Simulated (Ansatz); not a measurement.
**Preparing Al2O3 (R-3c) as a host crystal**

Before any defect goes in: Al2O3 (R-3c) at rest, and how it screens a charge.

Main program and level: Ansatz 0.2.0; plane-wave PAW DFT, LDA; relaxation of the host's cell and atoms, in the first sound run; inputs show where later runs differ.

### 1. The starting structure

Symmetry: R-3c, No. 167, trigonal system. Conventional cell: a = 4.805 Å, b = 4.805 Å, c = 13.116 Å, α = 90.00°, β = 90.00°, γ = 120.00°. Nearest to Al lie 6 O at 1.87 to 1.99 Å. O has 4 Al at 1.87 to 1.99 Å nearest. Farther neighbours and most contacts between anions are not listed.

### 2. Host cell relaxation

Cell and atoms are relaxed together, until forces and stress fall under their thresholds.

cell/input.yaml reads:

```yaml
crystal:
  lattice:
    - [2.4025136, 1.3870919, 4.3720844]
    - [-2.4025136, 1.3870919, 4.3720844]
    - [0.0, -2.7741838, 4.3720844]
  atoms:
    - { symbol: Al, position: [0.647904, 0.647904, 0.647904] }
    - { symbol: Al, position: [0.852096, 0.852096, 0.852096] }
    - { symbol: Al, position: [0.147904, 0.147904, 0.147904] }
    - { symbol: Al, position: [0.352096, 0.352096, 0.352096] }
    - { symbol: O, position: [0.4438545, 0.0561455, 0.75] }
    - { symbol: O, position: [0.9438545, 0.25, 0.5561455] }
    - { symbol: O, position: [0.0561455, 0.75, 0.4438545] }
    - { symbol: O, position: [0.75, 0.4438545, 0.0561455] }
    - { symbol: O, position: [0.25, 0.5561455, 0.9438545] }
    - { symbol: O, position: [0.5561455, 0.9438545, 0.25] }
basis:
  ecutwfc: 420
  xc_grid: 2
hamiltonian:
  xc: lda
kpoints:
  mp_grid: { grid: [7, 7, 7] }
scf:
  occupations: { method: fixed }
  max_iter: 100
relax:
  f_tol: 0.005
  max_steps: 60
  cell: {}
output:
  forces: true
  stress: true
checkpoint:
  write: "../cell.run"
  compress: false
  write_wavefunctions: false
  write_every: 100000
```

The run is started by

```console
ansatz run input.yaml --threads 4 --pin off --max-ram 6594MiB --backend cpu --events-out ev --progress --plain --runs-dir out
```

Numbers of over 12 decimals in the logs are rounded to 6 here.

Log:

```text
[... repeated set-up lines and file paths are left out, and long positions are rounded to six places ...]
Engine: ansatz 0.2.0, aarch64-unknown-linux-gnu
Pseudopotentials: kind: paw
Pseudopotential: Al, paw, valence charge 3, recommended cutoff 420 eV (normal), Al.paw.azcp
Pseudopotential: O, paw, valence charge 6, recommended cutoff 420 eV (normal), O.paw.azcp
Functional definition: SPW92
  exchange = slater_x
  correlation = pw_c
Crystal: 10 atoms, lattice volume = 87.420 Å³
Basis set: ecut = 420 eV, 1707 PW (Γ), exchange–correlation on 72×72×72 points (8 copies of the dense FFT grid, shifted against one another)
Bands: 34, of which v1, the nominal top of the filled ones, is band 24 counted from 1 (23 counted from 0)
Symmetry: 12 space group operations
Space group: R-3c (ITA 167), of the structure as read, at distance tolerance 4.4e-5 Å
k-points: 44 of 343
Non-local potential: Al, projectors of the file, l = 0: 2, l = 1: 2, l = 2: 1
Non-local potential: O, projectors of the file, l = 0: 2, l = 1: 2, l = 2: 1
PAW form: soft (Blöchl's): semilocal exchange-correlation on the pseudo side does not see the compensation charge
PAW frozen core: Al, regenerated for the run's functional, and the local potential with it (the file was generated under x = pbe(κ = 0.804, μ = 0.219515), c = pbe(β = 0.066725))
PAW frozen core: O, regenerated for the run's functional, and the local potential with it (the file was generated under x = pbe(κ = 0.804, μ = 0.219515), c = pbe(β = 0.066725))
PAW one-centre angular grid: Al, 110 points (default); XC on 64 Gauss nodes
PAW one-centre angular grid: O, 110 points (default); XC on 64 Gauss nodes
Initial density: superposition of atomic densities (neutral atoms: chi_scale 0, normalization atom), corrected by the library's trained network
Initial wavefunctions: pseudopotential atomic-orbital guess
Functional: x = slater, c = lda
SCF iter   1: F=—  HF=-5399.768230 eV  |F-HF|=—  |Δ(HF+E_count)|=         —  Δρ=1.71e-2  dr2=2.23e-1  ethr=1.77e-3  ⟨swp⟩=5.2  Hψ=5975  notcnv=0  defer=325
preconditioner: auto → Resta (q_TF=auto, 2.469 Å⁻¹)  ε∞=3.7  [insulator: Δε(μ)=5.677 eV  Ē_g=16.897 eV  n_scr=20 (ndim 8)  ℏωp=27.5 eV  f_vac=0.000  ε∞_Penn≈3.7]
SCF iter   2: F=—  HF=-5399.701781 eV  |F-HF|=—  |Δ(HF+E_count)|=   6.64e-2  Δρ=3.98e-3  dr2=5.32e-3  ethr=4.64e-4  ⟨swp⟩=2.7  Hψ=2790  notcnv=0  defer=350
SCF iter   3: F=—  HF=-5399.700205 eV  |F-HF|=—  |Δ(HF+E_count)|=   1.58e-3  Δρ=1.93e-3  dr2=1.73e-3  ethr=1.11e-5  ⟨swp⟩=2.1  Hψ=1594  notcnv=0  defer=308
automatic band count: iteration 3 solves 33 bands in place of 34: the levels show a gap, and the empty bands left out lie too high to hold charge; the band table lists the bands solved (type scf.n_extra_bands for more)
SCF iter   4: F=—  HF=-5399.699548 eV  |F-HF|=—  |Δ(HF+E_count)|=   6.57e-4  Δρ=1.31e-4  dr2=9.43e-6  ethr=3.59e-6  ⟨swp⟩=3.0  Hψ=2215  notcnv=0  defer=308
SCF iter   5: F=—  HF=-5399.699546 eV  |F-HF|=—  |Δ(HF+E_count)|=   1.72e-6  Δρ=1.72e-5  dr2=1.82e-7  ethr=1.96e-8  ⟨swp⟩=1.8  Hψ=1917  notcnv=0  defer=204
SCF iter   6: F=-5399.699546 eV  HF=-5399.699546 eV  |F-HF|=8.66e-10  |Δ(HF+E_count)|=   8.93e-9  Δρ=2.59e-6  dr2=5.91e-9  ethr=2.08e-10  ⟨swp⟩=4.0  Hψ=4524  notcnv=0
SCF 1 converged in 6 iterations: F = -5399.699546 eV  dr2 = 5.91e-9
  greatest PAW one-centre occupation: 0.853 electrons in one spin orbital (limit 2), on the O atom at site 9 (counted from 0), in its partial waves of l = 0
relax step   1: F+E_penalty+E_count = -5399.69954603 eV  Δ(F+E_penalty+E_count) = +0.000e0 eV  max|allowed force component| = 8.280e-2 eV/Å  Δτ_max = 0.0000 Å  P = -11.511 GPa  Ω = 87.420 Å³  (6 SCF iters, dr2 threshold 1.00e-7 eV, accepted)
[... the SCF cycles and remarks between the steps are left out from here to the last step ...]
relax step   2: F+E_penalty+E_count = -5399.81898937 eV  Δ(F+E_penalty+E_count) = -1.194e-1 eV  max|allowed force component| = 5.364e-2 eV/Å  Δτ_max = 0.0039 Å  P = -6.431 GPa  Ω = 85.535 Å³  energy of the carried Pulay correction = +1.372e-2 eV  (5 SCF iters, dr2 threshold 1.00e-6 eV, accepted)
relax step   3: F+E_penalty+E_count = -5399.87980903 eV  Δ(F+E_penalty+E_count) = -6.082e-2 eV  max|allowed force component| = 6.103e-2 eV/Å  Δτ_max = 0.0014 Å  P = +0.374 GPa  Ω = 83.284 Å³  energy of the carried Pulay correction = +3.050e-2 eV  (5 SCF iters, dr2 threshold 1.00e-6 eV, accepted)
relax step   4: F+E_penalty+E_count = -5399.87945491 eV  Δ(F+E_penalty+E_count) = +3.541e-4 eV  max|allowed force component| = 3.222e-2 eV/Å  Δτ_max = 0.0015 Å  P = -0.003 GPa  Ω = 83.393 Å³  energy of the carried Pulay correction = +2.968e-2 eV  (4 SCF iters, dr2 threshold 7.06e-7 eV, accepted)
relax step   5: F+E_penalty+E_count = -5399.87951229 eV  Δ(F+E_penalty+E_count) = -5.737e-5 eV  max|allowed force component| = 1.475e-2 eV/Å  Δτ_max = 0.0026 Å  P = -0.007 GPa  Ω = 83.397 Å³  energy of the carried Pulay correction = +2.965e-2 eV  (4 SCF iters, dr2 threshold 6.49e-8 eV, accepted)
relax step   6: F+E_penalty+E_count = -5399.87958553 eV  Δ(F+E_penalty+E_count) = -7.324e-5 eV  max|allowed force component| = 7.274e-5 eV/Å  Δτ_max = 0.0006 Å  P = -0.001 GPa  Ω = 83.392 Å³  energy of the carried Pulay correction = +2.968e-2 eV  (4 SCF iters, dr2 threshold 1.36e-8 eV, accepted)
relax step   7: F+E_penalty+E_count = -5399.85667206 eV  Δ(F+E_penalty+E_count) = +2.291e-2 eV  max|allowed force component| = 7.726e-4 eV/Å  Δτ_max = 0.0000 Å  P = -0.502 GPa  Ω = 83.392 Å³  stress off target by 5.05e-1 GPa  SCF on the basis re-selected at this cell (its energy is not comparable with the rows above)  (5 SCF iters)
relax step   8: F+E_penalty+E_count = -5399.85809526 eV  Δ(F+E_penalty+E_count) = -1.423e-3 eV  max|allowed force component| = 2.534e-4 eV/Å  Δτ_max = 0.0001 Å  P = -0.004 GPa  Ω = 83.235 Å³  energy of the carried Pulay correction = +1.174e-3 eV  (4 SCF iters, dr2 threshold 6.37e-7 eV, accepted)
iter 1 solved again at ethr=1.60e-8 eV; its pass at ethr=3.10e-3 eV (dr2=7.68e-6 eV) is discarded
SCF iter   1: F=—  HF=-5399.856798 eV  |F-HF|=—  |Δ(HF+E_count)|=         —  Δρ=2.70e-5  dr2=1.22e-7  ethr=1.60e-8  ⟨swp⟩=3.1  Hψ=9995  notcnv=0  defer=348
SCF iter   2: F=—  HF=-5399.856797 eV  |F-HF|=—  |Δ(HF+E_count)|=   6.81e-7  Δρ=1.24e-5  dr2=3.53e-8  ethr=2.53e-10  ⟨swp⟩=2.1  Hψ=2140  notcnv=0  defer=334
SCF iter   3: F=—  HF=-5399.856797 eV  |F-HF|=—  |Δ(HF+E_count)|=  4.91e-11  Δρ=3.98e-6  dr2=5.01e-9  ethr=7.36e-11  ⟨swp⟩=2.0  Hψ=2176  notcnv=0  defer=334
SCF iter   4: F=—  HF=-5399.856797 eV  |F-HF|=—  |Δ(HF+E_count)|=  2.60e-10  Δρ=5.87e-7  dr2=3.12e-10  ethr=1.04e-11  ⟨swp⟩=2.0  Hψ=2377  notcnv=0  defer=334
SCF iter   5: F=-5399.856797 eV  HF=-5399.856797 eV  |F-HF|=1.82e-12  |Δ(HF+E_count)|=  1.46e-11  Δρ=7.75e-8  dr2=3.20e-12  ethr=1.00e-12  ⟨swp⟩=4.0  Hψ=4652  notcnv=0
SCF 9 converged in 5 iterations: F = -5399.856797 eV  dr2 = 3.20e-12
relax step   9: F+E_penalty+E_count = -5399.85679727 eV  Δ(F+E_penalty+E_count) = +1.298e-3 eV  max|allowed force component| = 1.697e-4 eV/Å  Δτ_max = 0.0000 Å  P = -0.018 GPa  Ω = 83.235 Å³  stress off target by 1.92e-2 GPa  SCF on the basis re-selected at this cell (its energy is not comparable with the rows above)  (5 SCF iters)
basis re-selected at this cell: Δ(F+E_penalty+E_count) = +1.298e-3 eV, ΔP = -0.015 GPa vs the last step (what re-selecting the basis moved, of the pressure what is left beyond the Pulay correction that the steps carried, after the strain that the cell walked [...]
SCF converged after 5 iterations
Free energy (F): -5399.856797 eV
Harris-Foulkes:  -5399.856797 eV  (|F-HF|=1.82e-12)
Internal energy: -5399.856797 eV  (E = F + TS)
E sigma→0 (E₀):  -5399.856797 eV
Fermi energy:    7.667673 eV
--- Per-component energies (eV) ---
  E_band       = 62.476314
  E_kinetic    = 1180.602563
  E_local      = -1959.336702  (includes V_loc(G=0)·N_el)
  E_nonlocal   = 339.403666
  E_hartree    = 718.911038
  E_xc         = -605.220524
  E_vxc        = -693.434006  (∫ρ·V_xc dr)
  E_paw        = -2661.152349  (= ΣΔE_a)
  E_vpaw       = -242.596736  (= ΣTr[D̂ρ^β])
  E_aug_tail   = 0.015531  (compensation charges beyond the density's cutoff)
  E_ewald      = -2413.884416
  E_core_change = 0.804395  (= ΣΔE_core)
  E_smearing   = -0.000000  (= −TS)
  E_closure    = -0.000000  (closes the sum)
  Σ components = -5399.856797   (vs F -5399.856797, Δ=0.00e0)
--- Forces (eV/Å), atoms counted from 1 ---
  atom   1  Al     0.00000000     0.00000000     0.00014473
  atom   2  Al    -0.00000000     0.00000000    -0.00014473
  atom   3  Al    -0.00000000    -0.00000000     0.00014473
  atom   4  Al    -0.00000000    -0.00000000    -0.00014473
  atom   5  O     -0.00016975    -0.00000000    -0.00000000
  atom   6  O     -0.00008487    -0.00014700     0.00000000
  atom   7  O      0.00008487     0.00014700    -0.00000000
  atom   8  O      0.00008487    -0.00014700     0.00000000
  atom   9  O     -0.00008487     0.00014700    -0.00000000
  atom  10  O      0.00016975     0.00000000     0.00000000
  max |Σ_I F_I| component: 1.16e-17 eV/Å
--- Stress (GPa, compression-positive) ---
       -0.018075      -0.000000      -0.000000
       -0.000000      -0.018075       0.000000
       -0.000000       0.000000      -0.019235
  P = ⅓ Tr σ = -0.0185 GPa (-0.185 kbar)
--- Relaxed structure (7 steps of the walk, 7 accepted, 2 SCFs on fresh bases) ---
  F+E_penalty+E_count = -5399.85679727 eV   max|allowed force component| = 1.697e-4 eV/Å   (the final SCF, on the basis selected at the relaxed cell)
  cell:  # Å, volume = 83.2351 Å³
    - [2.364621, 1.365214, 4.297271]
    - [-2.364621, 1.365214, 4.297271]
    - [0, -2.730429, 4.297271]
  atoms:
    - { symbol: Al, position: [0.647975, 0.647975, 0.647975] }
    - { symbol: Al, position: [0.852025, 0.852025, 0.852025] }
    - { symbol: Al, position: [0.147975, 0.147975, 0.147975] }
    - { symbol: Al, position: [0.352025, 0.352025, 0.352025] }
    - { symbol: O, position: [0.444141, 0.055859, 0.750000] }
    - { symbol: O, position: [0.944141, 0.250000, 0.555859] }
    - { symbol: O, position: [0.055859, 0.75, 0.444141] }
    - { symbol: O, position: [0.75, 0.444141, 0.055859] }
    - { symbol: O, position: [0.250000, 0.555859, 0.944141] }
    - { symbol: O, position: [0.555859, 0.944141, 0.25] }
```

Wall time 10 s (4 threads of Arm Neoverse V2, shared host); peak memory 0.42 GiB.

Relaxation path:

```tsv
step	energy less that of the first step (eV)	largest force component (eV/Å)	pressure (GPa)	volume (Å³)
1	0.0000	0.0828	-11.51	87.42
2	-0.1194	0.0536	-6.43	85.54
3	-0.1803	0.0610	0.37	83.28
4	-0.1799	0.0322	0.00	83.39
5	-0.1800	0.0147	-0.01	83.40
6	-0.1800	0.0001	0.00	83.39
7	-0.1571	0.0008	-0.50	83.39
8	-0.1585	0.0003	0.00	83.24
9*	-0.1573	0.0002	-0.02	83.24
```

Relaxation steps marked * repeat the geometry before them on a plane-wave basis chosen anew for their cell, so energy and pressure can jump there. The log counts 2 steps on a newly chosen plane-wave basis, not all of them marked here; energy and pressure can jump at such steps.

Forces are held to the 12 operations that the run works with; a distortion that breaks them can't arise in this run.

```tsv
conventional cell, symmetrised	before	after	change
a (Å)	4.805	4.729	-1.6 %
b (Å)	4.805	4.729	-1.6 %
c (Å)	13.116	12.892	-1.7 %
volume (Å³/atom)	8.74	8.32	-4.8 %
```

Numbers from this step:

| Property | Result |
| --- | --- |
| pressure | -0.01846 GPa |

The relaxation ends with a largest force component of 1.7e-4 eV/Å and a pressure of -0.02 GPa.

(Part 1 of 2 ends here.)

[Logs are printed without paths, hosts, clocks, repeated set-up lines and the standing remarks that a program may print on its own settings, such as how far it seeks lower states.]

[Hosts, paths, dates, database ids (printed as entryN), source tags and the programs' standing remarks are cut or masked in the printed files.]

[Runs of the host that timed out are not shown.]

[For some hosts the program warned that the k-mesh of the response run may be too coarse for force constants and the static dielectric constant; such warnings are not always shown.]
